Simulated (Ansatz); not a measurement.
Input and command of a calculation in Ansatz (plane waves; scalar-relativistic PAW potentials unless the input names others):

```yaml
crystal:
  lattice:
    - [0.0, 2.2699122504, 2.2699122504]
    - [2.2699122504, 0.0, 2.2699122504]
    - [2.2699122504, 2.2699122504, 0.0]
  atoms:
    - { symbol: Ga, position: [0.0, 0.0, 0.0] }
    - { symbol: "N", position: [0.75, 0.75, 0.75] }
basis:
  ecutwfc: "51.4 Ry"
kpoints:
  mp_grid: { grid: [15, 15, 15] }
hamiltonian:
  xc: pbe
scf:
  occupations: { method: fixed }
output:
  forces: true
  eigenvalues: true
  stress: true
```

```bash
ansatz run input.yaml --threads 1 --pin off --max-ram 3072MiB --backend cpu --events-out ev --progress --plain --runs-dir out
```

Abridged log:
```
Basis set: ecut = 699.33262652 eV, 941 PW (Γ), exchange–correlation on 60×60×60 points (8 copies of the dense FFT grid, shifted against one another)
Bands: 13, of which v1, the nominal top of the filled ones, is band 9 counted from 1 (8 counted from 0)
Symmetry: 24 space group operations
k-points: 120 of 3375 (time reversal used)
SCF iter   1: F=—  HF=-4167.915649 eV  |F-HF|=—  |Δ(HF+E_count)|=         —  Δρ=8.79e-4  dr2=5.66e-5  ethr=1.77e-3  ⟨swp⟩=4.6  Hψ=8356  notcnv=0  defer=234
SCF iter   2: F=—  HF=-4167.915205 eV  |F-HF|=—  |Δ(HF+E_count)|=   4.43e-4  Δρ=4.27e-4  dr2=1.01e-5  ethr=3.14e-7  ⟨swp⟩=2.8  Hψ=4406  notcnv=0  defer=238
SCF iter   3: F=—  HF=-4167.915223 eV  |F-HF|=—  |Δ(HF+E_count)|=   1.80e-5  Δρ=3.32e-4  dr2=9.54e-6  ethr=5.62e-8  ⟨swp⟩=2.2  Hψ=2973  notcnv=0  defer=239
SCF iter   4: F=—  HF=-4167.915242 eV  |F-HF|=—  |Δ(HF+E_count)|=   1.93e-5  Δρ=9.03e-5  dr2=9.02e-7  ethr=5.30e-8  ⟨swp⟩=2.7  Hψ=2607  notcnv=0  defer=240
SCF iter   5: F=—  HF=-4167.915241 eV  |F-HF|=—  |Δ(HF+E_count)|=   1.10e-6  Δρ=4.83e-5  dr2=5.31e-7  ethr=5.01e-9  ⟨swp⟩=2.0  Hψ=2643  notcnv=0  defer=238
SCF iter   6: F=—  HF=-4167.915241 eV  |F-HF|=—  |Δ(HF+E_count)|=   2.37e-7  Δρ=1.51e-5  dr2=2.06e-8  ethr=5.56e-10  ⟨swp⟩=6.8  Hψ=9725  notcnv=0
SCF iter   7: F=-4167.915241 eV  HF=-4167.915241 eV  |F-HF|=8.21e-10  |Δ(HF+E_count)|=   8.34e-8  Δρ=8.98e-7  dr2=9.13e-11  ethr=1.14e-10  ⟨swp⟩=5.9  Hψ=7686  notcnv=0
SCF 1 converged in 7 iterations: F = -4167.915241 eV  dr2 = 9.13e-11
SCF converged after 7 iterations
Free energy (F): -4167.915241 eV
Harris-Foulkes:  -4167.915241 eV  (|F-HF|=8.21e-10)
Internal energy: -4167.915241 eV  (E = F + TS)
E sigma→0 (E₀):  -4167.915241 eV
Fermi energy:    9.320816 eV
--- Forces (eV/Å), atoms counted from 1 ---
  atom   1  Ga     0.00000000     0.00000000     0.00000000
  atom   2  N      0.00000000     0.00000000     0.00000000
--- Stress (GPa, compression-positive) ---
        0.978972       0.000000       0.000000
        0.000000       0.978972       0.000000
        0.000000       0.000000       0.978972
  P = ⅓ Tr σ = 0.9790 GPa (9.790 kbar)
```

Apart from outputs, empty bands and the relaxation, which only the reference makes, the input differs from a reference run on usual settings in basis.ecutwfc: 420 → "51.4 Ry"; kpoints.mp_grid.grid: [10, 10, 10] → [15, 15, 15]. The reference, at the same geometry, ended its own course with pressure 1.00 GPa, largest force 0.000 eV/Å, gap on the mesh 1.58 eV. This run converged in 7 SCF iterations with an energy at zero smearing 3.87 meV/atom below the reference's, pressure 0.98 GPa, largest force 0.000 eV/Å, gap on the mesh 1.58 eV.

Time: 8.6 s on 1 thread of Arm Neoverse V1, with other jobs on the host, peak memory 0.37 GiB.